**Tungsten: the levels at Γ from six other points**

Three energies set the scale. In this calculation the 4f shell of tungsten lies about 28 eV below the Fermi energy, the d levels spread over about ten electronvolts, and a d level can shift by an electronvolt or more over a small part of the zone. The question is which levels stand at Γ, the centre of the zone, where the electron wave has the same phase in every cell.

Kohn–Sham levels of bcc tungsten (one-atom cell, 15.85 Å³ per atom), computed with exciting (version sodium) using PBE and all-electron LAPW+lo, with IORA* valence relativity but no spin polarisation or spin–orbit coupling. The k mesh is 12×12×12, with Gaussian smearing of 0.024 eV and rgkmax 9. Energies are counted from the Fermi energy.

```tsv
point a (reciprocal cell vector)	point b (reciprocal cell vector)	point c (reciprocal cell vector)	level under 4 (eV)	level under 3 (eV)	level under 2 (eV)	level under 1 (eV)	level over 1 (eV)	level over 2 (eV)
0.0000	0.0000	0.0000	?	?	?	?	?	?
0.5000	0.0000	0.0000	-28.184	-28.161	-6.180	-3.480	0.812	2.243
0.0833	0.0833	0.0833	-28.142	-7.722	-2.074	-2.074	1.164	2.086
0.1667	0.1667	0.1667	-28.163	-4.095	-3.265	-3.265	2.894	2.894
0.5833	0.5833	0.2500	-28.179	-4.508	-4.508	-0.816	3.579	3.579
0.5833	0.4167	0.4167	-28.179	-28.179	-5.392	-5.236	3.258	3.258
0.5000	0.5000	0.5000	-28.177	-28.177	-5.743	-5.743	5.264	5.264
```

Points a, b and c are the coordinates of a point in reciprocal space. "Level under 1" is the first level below the Fermi energy, "level over 1" the first above it, and so on. The point with three halves is H, the one with a single half is N. The two points with three equal small coordinates lie one third and two thirds of the way from Γ to P, along the body diagonal.

**Count before joining**

The columns count from the Fermi energy and don't follow bands. In the third level below, a jump from −28 to −8 eV is a change from the 4f shell to a valence band, not a steep band. Above the 4f shell, two valence levels are filled at N, at H and at the point next to H with two equal coordinates of 0.4167. Three are filled at the other known points.

The 4f shell serves here only as a mark for counting. Measured, it lies deeper, at roughly 31 and 34 eV as I recall, so its computed depth shouldn't be used to place a photoemission line.

**What symmetry gives at Γ**

In a cubic crystal the five d orbitals fall into two sets. Three of them (xy, yz, zx) form a triplet, and the other two, whose lobes point along the cube axes, form a doublet. At Γ neither set mixes with the s level, which forms the bottom of the valence band.

Along the body diagonal the three orbitals of the triplet remain equivalent. Each has the same energy A, and each pair of them has the same coupling B. The resulting levels are A + 2B once and A − B twice, so their mean is A, however strong the coupling. This leaves out mixing with the s level and with the doublet, which sets in away from Γ. Close to Γ the mean should still differ little from the triplet itself.

One third of the way to P, the equal pair at −2.074 eV and the single level at 1.164 eV fit this pattern. The estimate is

(−2.074 − 2.074 + 1.164) / 3 = −0.995 eV.

The triplet should therefore be filled at Γ, although one of its three branches is already empty at the nearest known point. The next level there, at 2.086 eV, should by counting belong to the pair that comes from the doublet, whose second member lies beyond the listed levels, and I take it unchanged as the estimate for Γ.

For the s level I use a parabola through the lowest valence levels at one third and two thirds of the way. The squared distances from Γ are as 1 to 4, so the step back to Γ is a third of the rise between the two points: −7.72 − 3.63/3 = −8.93 eV. A free-electron band drawn back from the nearer point gives almost the same value.

**A second opinion from H**

The d levels can also be estimated from the far end of the zone. In the bcc lattice each atom has eight nearest neighbours along the body diagonals. The triplet can form head-on bonds with them, while the doublet can meet them only sideways. At Γ all atoms carry the same phase, which makes the head-on contacts bonding and the main sideways contacts antibonding. At H the nearest neighbours carry the opposite phase, and the roles are exchanged.

Canonical d bands put this into numbers, with fixed ratios between the kinds of bond. I sum them over the first two shells of neighbours only, and farther shells are expected to move the results by some tenths of an electronvolt. Scaled to the 11.0 eV between the two sets at H, they place the triplet at −0.42 eV and the doublet at 2.79 eV at Γ. Both lie higher than my estimates, but the distance between them is nearly the same. I keep the values from the nearest point, since they need to be carried only a short way.

**Forecasts**

- Four valence levels are filled at Γ, so the 4f shell drops out of the listed levels.
- The lowest level lies at −8.9 eV, with a range from −9.7 to −8.5 eV. The range reaches further down because repulsion between s and d levels may flatten the band at the farther point. With a free-electron mass that alone could not take the level below −8.97 eV, so the lower part of the range also allows for a band lighter than a free electron.
- The filled triplet lies at −1.0 eV, with a range from −1.4 to −0.6 eV.
- The empty doublet lies at 2.1 eV, with a range from 1.6 to 2.6 eV.

The withheld rows as computed:

```tsv
point a (reciprocal cell vector)	point b (reciprocal cell vector)	point c (reciprocal cell vector)	level under 4 (eV)	level under 3 (eV)	level under 2 (eV)	level under 1 (eV)	level over 1 (eV)	level over 2 (eV)
0.0000	0.0000	0.0000	-9.535	-1.143	-1.143	-1.143	2.352	2.352
```

**Hits and misses**

The count is right, and all three energies fall within their ranges. The triplet lies 0.15 eV below its forecast and the doublet 0.27 eV above. The s level is the poorest result: it lies 0.61 eV below the forecast, close to the lower end of its range. The printed output after this text lists every miss.

The two d misses have opposite signs, and the bonds to the nearest neighbours would give these signs. On leaving Γ, the triplet begins to lose its bonding with them, which raises the mean of its branches. The doublet begins to lose its antibonding character, which lowers it. The second neighbours work against both shifts, and mixing between the sets and with the s level adds shifts of its own, so this is a likely cause and not a proven one. My estimates took both sets as level over this short stretch, which put the triplet too high and the doublet too low.

The canonical bands did better on the distance between the sets than on their positions. They give 3.2 eV where the calculation has 3.5 eV, but both of their levels lie too high, the triplet by 0.72 eV. The common shift has a plain source. The model keeps the centre of the five d levels, with the triplet counted three times and the doublet twice, at the same energy at Γ and at H. In the calculation that centre lies at 0.255 eV at Γ and at 0.861 eV at H, and the difference of 0.606 eV is the mean miss of the two canonical levels, weighted the same way. A higher centre at H is expected if antibonding levels rise more than bonding levels fall, since the splitting is widest there.

**Why the order turns over**

At H the triplet lies 11.0 eV above the doublet; at Γ it lies 3.5 eV below. Half the sum of these distances, (11.0 + 3.5)/2 ≈ 7.3 eV, is the part that changes sign between the two points. Half the difference, (11.0 − 3.5)/2 ≈ 3.8 eV, is the part that keeps its sign.

The bonding picture gives both parts a meaning. The nearest neighbours change phase between Γ and H, so their contribution is reversed. The second neighbours, along the cube axes, have the same phase at both points. The doublet points straight at them and is lowered in both cases, while the triplet meets them mainly sideways and is raised. Both shifts widen the splitting at H and narrow it at Γ. Farther neighbours that keep their phase, and any splitting on the atom itself, are counted in the same part. The order turns over because the part from the nearest neighbours is the larger of the two.

**Where the parabola failed**

From Γ to the first point on the diagonal the lowest band rises by 1.81 eV. Over the next stretch it gains only 3.63/3 ≈ 1.21 eV for an equal step in squared distance. The band flattens, as the lopsided range allowed for, and a parabola through the two outer points can't see the steep start.

Repulsion by the d levels can explain the flattening but not how steep the start is, since a free electron would rise by only 1.25 eV over the first stretch. In perturbation theory, levels of p type that lie below the s level make its band steeper, and those above make it flatter. The filled 5p shell, with the deeper p shells, is therefore a plausible cause, though these levels alone can't test it. The agreement of my parabola with the free-electron value was thus no check, since both missed the steep start.

**What the count means for the metal**

Tungsten has six valence electrons, enough to fill three bands on average. At Γ four are filled and at H and N only two, so electrons gather around the centre of the zone and holes around H and N. Between Γ and the nearest point on the diagonal one branch of the triplet climbs from −1.14 to 1.16 eV and crosses the Fermi energy on the way. Such crossings make tungsten a metal, even though none of the seven points has a level within half an electronvolt of the Fermi energy.

Where exactly the branch crosses is beyond this calculation, because spin–orbit coupling is left out. In tungsten it would split the triplet at Γ by roughly half an electronvolt as I recall, more than the miss of my forecast, while the doublet would stay whole.

For reading any such list the rule is to count the filled valence levels at each point before joining levels into bands. Where a set of equal levels splits, its mean is a better guide over a short distance than its highest or lowest member. The mean drifts too, by an amount expected to depend on the direction, and it was tested here at one point only.

Output of the analysis:

```
Forecast of lowest valence level at Gamma, parabola (eV): -8.929
Same level with free-electron mass (eV): -8.972
Forecast of filled triplet at Gamma, mean of three levels (eV): -0.9947
Forecast of empty doublet at Gamma, nearest point (eV): 2.086
Triplet from canonical d bands scaled at H (eV): -0.4243
Doublet from canonical d bands scaled at H (eV): 2.789
Splitting of triplet and doublet at H, triplet higher (eV): 11.01
Forecast splitting at Gamma, doublet higher (eV): 3.081
Canonical splitting at Gamma, doublet higher (eV): 3.214
Computed levels (eV):
     row  under 4  under 3  under 2  under 1  over 1  over 2
     0.0   -9.535   -1.143   -1.143   -1.143   2.352   2.352
     0.5   -28.18   -28.16    -6.18    -3.48   0.812   2.243
  0.0833   -28.14   -7.722   -2.074   -2.074   1.164   2.086
  0.1667   -28.16   -4.095   -3.265   -3.265   2.894   2.894
  0.5833   -28.18   -4.508   -4.508   -0.816   3.579   3.579
  0.5833   -28.18   -28.18   -5.392   -5.236   3.258   3.258
     0.5   -28.18   -28.18   -5.743   -5.743   5.264   5.264
Miss of lowest level, forecast less computed (eV): 0.6059
Miss of lowest level with free-electron mass (eV): 0.5626
Miss of triplet against third level below (eV): 0.1483
Miss of triplet against second level below (eV): 0.1483
Miss of triplet against first level below (eV): 0.1483
Miss of doublet against first level above (eV): -0.266
Miss of doublet against second level above (eV): -0.266
Miss of canonical triplet against first level below (eV): 0.7187
Miss of canonical doublet against first level above (eV): 0.4374
Computed distance from first level below to first above at Gamma (eV): 3.495
Computed rise of lowest level from Gamma to one third of Gamma-P (eV): 1.813
Free-electron rise over the same distance (eV): 1.25
```
